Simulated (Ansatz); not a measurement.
Ansatz input

```yaml
crystal:
  lattice:
    - [3.7428346132, 0.0, 0.0]
    - [0.0, 3.7428346132, 0.0]
    - [0.0, 0.0, 3.7428346132]
  atoms:
    - { symbol: B, position: [0.0, 0.0, 0.0] }
    - { symbol: B, position: [0.5, 0.5, 0.5] }
    - { symbol: B, position: [0.25, 0.0, 0.5] }
    - { symbol: B, position: [0.75, 0.0, 0.5] }
    - { symbol: B, position: [0.5, 0.25, 0.0] }
    - { symbol: B, position: [0.5, 0.75, 0.0] }
    - { symbol: B, position: [0.0, 0.5, 0.25] }
    - { symbol: B, position: [0.0, 0.5, 0.75] }
hamiltonian:
  xc: revpbe
  pseudopotentials:
    kind: paw
    azcp:
      B: "pseudopotentials/B.paw.azcp"
basis:
  ecutwfc: 420
  fft_grid_basis: typed
kpoints:
  mp_grid: { grid: [7, 7, 7], shift: [0, 0, 0] }
magnetization:
  spin_polarized: false
scf:
  occupations: { method: fermi_dirac, width: 0.1 }
relax:
  max_steps: 60
  f_tol: 0.01
  cell: {}
```

Output

```
Engine: ansatz 0.2.0, x86_64-unknown-linux-gnu
Pseudopotentials: kind: paw
Pseudopotential: B, paw, valence charge 3, recommended cutoff 420 eV (normal) 
Functional definition: revPBE
  parameter kappa = 1.245
  parameter beta = 0.06672455060314922
  exchange = pbe_x(kappa = kappa, mu = beta*pi^2/3)
  correlation = pbe_c(beta = beta)
Crystal: 8 atoms, lattice volume = 52.433 Å³
Basis set: ecut = 420 eV, 1021 PW (Γ), exchange–correlation on 54×54×54 points (8 copies of the dense FFT grid, shifted against one another)
Bands: 20, of which v1, the nominal top of the filled ones, is band 12 counted from 1 (11 counted from 0)
Symmetry: 48 space group operations
Space group: Pm-3n (ITA 223), of the structure as read, at distance tolerance 3.7e-5 Å
k-points: 20 of 343
Non-local potential: B, projectors of the file, l = 0: 2, l = 1: 2, l = 2: 1
PAW form: soft (Blöchl's): semilocal exchange-correlation on the pseudo side does not see the compensation charge
PAW frozen core: B, regenerated for the run's functional, and the local potential with it (the file was generated under x = pbe(κ = 0.804, μ = 0.2195149727645171), c = pbe(β = 0.06672455060314922))
PAW one-centre angular grid: B, 110 points (default); XC on 64 Gauss nodes
Initial density: superposition of atomic densities (neutral atoms: chi_scale 0, normalization atom), corrected by the library's trained network
Initial wavefunctions: pseudopotential atomic-orbital guess
Functional: x = revpbe(κ = 1.245, μ = 0.2195149727645171), c = pbe(β = 0.06672455060314922)
SCF iter   1: F=—  HF=-1241.508699 eV  |F-HF|=—  |Δ(HF+E_count)|=         —  Δρ=7.25e-3  dr2=2.60e-2  ethr=1.77e-3  ⟨swp⟩=4.2  Hψ=1748  notcnv=0  defer=1
SCF iter   2: F=—  HF=-1241.503328 eV  |F-HF|=—  |Δ(HF+E_count)|=   5.37e-3  Δρ=3.70e-3  dr2=5.75e-3  ethr=1.08e-4  ⟨swp⟩=1.1  Hψ=566  notcnv=0  defer=2
SCF iter   3: F=—  HF=-1241.501768 eV  |F-HF|=—  |Δ(HF+E_count)|=   1.56e-3  Δρ=5.12e-4  dr2=7.83e-5  ethr=2.39e-5  ⟨swp⟩=2.6  Hψ=615  notcnv=0  defer=2
SCF iter   4: F=—  HF=-1241.501751 eV  |F-HF|=—  |Δ(HF+E_count)|=   1.70e-5  Δρ=3.63e-5  dr2=5.91e-7  ethr=3.26e-7  ⟨swp⟩=2.1  Hψ=607  notcnv=0  defer=2
iter 5 did not close the SCF: its close was put off for the readings that it lacked (scf_convergence_deferred on its scf_iter line)
SCF iter   5: F=-1241.501751 eV  HF=-1241.501751 eV  |F-HF|=5.86e-10  |Δ(HF+E_count)|=   6.75e-8  Δρ=5.07e-6  dr2=6.48e-9  ethr=2.46e-9  ⟨swp⟩=2.8  Hψ=632  notcnv=0  defer=2
SCF iter   6: F=-1241.501751 eV  HF=-1241.501751 eV  |F-HF|=1.96e-11  |Δ(HF+E_count)|=  4.33e-10  Δρ=6.13e-7  dr2=7.77e-11  ethr=2.70e-11  ⟨swp⟩=1.1  Hψ=1106  notcnv=0
SCF 1 converged in 6 iterations: F = -1241.501751 eV  dr2 = 7.77e-11
...
iter 1 solved again at ethr=6.90e-9 eV; its pass at ethr=3.10e-3 eV (dr2=1.65e-6 eV) is discarded
SCF iter   1: F=—  HF=-1241.591972 eV  |F-HF|=—  |Δ(HF+E_count)|=         —  Δρ=1.36e-6  dr2=6.14e-10  ethr=6.90e-9  ⟨swp⟩=3.1  Hψ=2757  notcnv=0
SCF iter   2: F=—  HF=-1241.591971 eV  |F-HF|=—  |Δ(HF+E_count)|=   2.41e-7  Δρ=8.40e-7  dr2=2.32e-10  ethr=2.56e-12  ⟨swp⟩=2.6  Hψ=655  notcnv=0
SCF iter   3: F=-1241.591971 eV  HF=-1241.591971 eV  |F-HF|=4.55e-13  |Δ(HF+E_count)|=  3.09e-11  Δρ=6.22e-8  dr2=1.23e-12  ethr=1.00e-12  ⟨swp⟩=2.5  Hψ=1247  notcnv=0
SCF 7 converged in 3 iterations: F = -1241.591971 eV  dr2 = 1.23e-12
relax step   7: F+E_penalty+E_count = -1241.59197129 eV  Δ(F+E_penalty+E_count) = -2.183e-11 eV  max|allowed force component| = 2.689e-16 eV/Å  Δτ_max = 0.0000 Å  P = -0.001 GPa  Ω = 49.856 Å³  stress off target by 1.02e-3 GPa  SCF on the basis re-selected at this cell (its energy is not comparable with the rows above)  (3 SCF iters)
basis re-selected at this cell: Δ(F+E_penalty+E_count) = -2.183e-11 eV, ΔP = -0.001 GPa vs the last step (what re-selecting the basis moved, of the pressure what is left beyond the Pulay correction that the steps carried, after the strain that the cell walked since its last selection, with what the two solves' SCF thresholds leave and, on support functions, any second-order correction that the steps lacked; it is no measure of the basis error at this ecutwfc). This SCF's stress stands 1.02e-3 GPa from its target on what of the cell is left free (relax.cell.stress_tol is 5.00e-2 GPa) and its largest allowed force component is 2.69e-16 eV/Å (relax.f_tol is 1.00e-2 eV/Å): within both
SCF converged after 3 iterations
Free energy (F): -1241.591971 eV
Harris-Foulkes:  -1241.591971 eV  (|F-HF|=4.55e-13)
Internal energy: -1241.535470 eV  (E = F + TS)
E sigma→0 (E₀):  -1241.563720 eV
Entropy (-TS):   -0.056502 eV (-7.063 meV/atom)
Fermi energy:    13.677532 eV
--- Per-component energies (eV) ---
  E_band       = 140.210853
  E_kinetic    = 377.343422
  E_local      = -11.846832  (includes V_loc(G=0)·N_el)
  E_nonlocal   = 91.702091
  E_hartree    = 3.167859
  E_xc         = -256.990526
  E_vxc        = -305.525391  (∫ρ·V_xc dr)
  E_paw        = -633.073350  (= ΣΔE_a)
  E_vpaw       = -17.798141  (= ΣTr[D̂ρ^β])
  E_aug_tail   = -0.000011  (compensation charges beyond the density's cutoff)
  E_ewald      = -811.766879
  E_core_change = -0.071243  (= ΣΔE_core)
  E_smearing   = -0.056502  (= −TS)
  E_closure    = 0.000000  (closes the sum)
  Σ components = -1241.591971   (vs F -1241.591971, Δ=0.00e0)
--- Forces (eV/Å), atoms counted from 1 ---
  atom   1  B     -0.00000000    -0.00000000    -0.00000000
  atom   2  B     -0.00000000     0.00000000     0.00000000
  atom   3  B     -0.00000000    -0.00000000     0.00000000
  atom   4  B      0.00000000     0.00000000    -0.00000000
  atom   5  B      0.00000000    -0.00000000    -0.00000000
  atom   6  B     -0.00000000     0.00000000     0.00000000
  atom   7  B     -0.00000000     0.00000000    -0.00000000
  atom   8  B      0.00000000    -0.00000000    -0.00000000
  max |Σ_I F_I| component: 1.11e-16 eV/Å
--- Stress (GPa, compression-positive) ---
       -0.001019      -0.000000      -0.000000
        0.000000      -0.001019       0.000000
       -0.000000       0.000000      -0.001019
  P = ⅓ Tr σ = -0.0010 GPa (-0.010 kbar)
--- Relaxed structure (5 steps of the walk, 5 accepted, 2 SCFs on fresh bases) ---
  F+E_penalty+E_count = -1241.59197129 eV   max|allowed force component| = 2.689e-16 eV/Å   (the final SCF, on the basis selected at the relaxed cell)
  cell:  # Å, volume = 49.8560 Å³
    - [3.6804902201763414, 1.287965650308964e-33, 1.223767985496056e-34]
    - [1.287965650308964e-33, 3.6804902201763414, 0.0]
    - [1.223767985496056e-34, 0.0, 3.6804902201763414]
  atoms:
    - { symbol: B, position: [1.961777281603862e-34, -4.783842141615973e-35, -9.648084991494403e-36] }
    - { symbol: B, position: [0.5, 0.5, 0.5] }
    - { symbol: B, position: [0.25, -2.854225143317093e-35, 0.5] }
    - { symbol: B, position: [0.75, 7.906069645807885e-36, 0.5] }
    - { symbol: B, position: [0.5, 0.25, -3.537631163547947e-35] }
    - { symbol: B, position: [0.5, 0.75, 5.467248161846828e-35] }
    - { symbol: B, position: [-6.539257605346207e-35, 0.5, 0.25] }
    - { symbol: B, position: [-8.254472714945208e-35, 0.5, 0.75] }
```

Command:

```sh
ansatz run input.yaml --threads 4 --pin off --max-ram 8192MiB --backend cpu --events-out ev --progress --plain --runs-dir out
```

On 4 threads of AMD EPYC 9R45 96-Core Processor (Zen 5) (shared host) this took about 1.2 s of wall time and 3.3 s of CPU time, with 0.36 GiB at the peak.
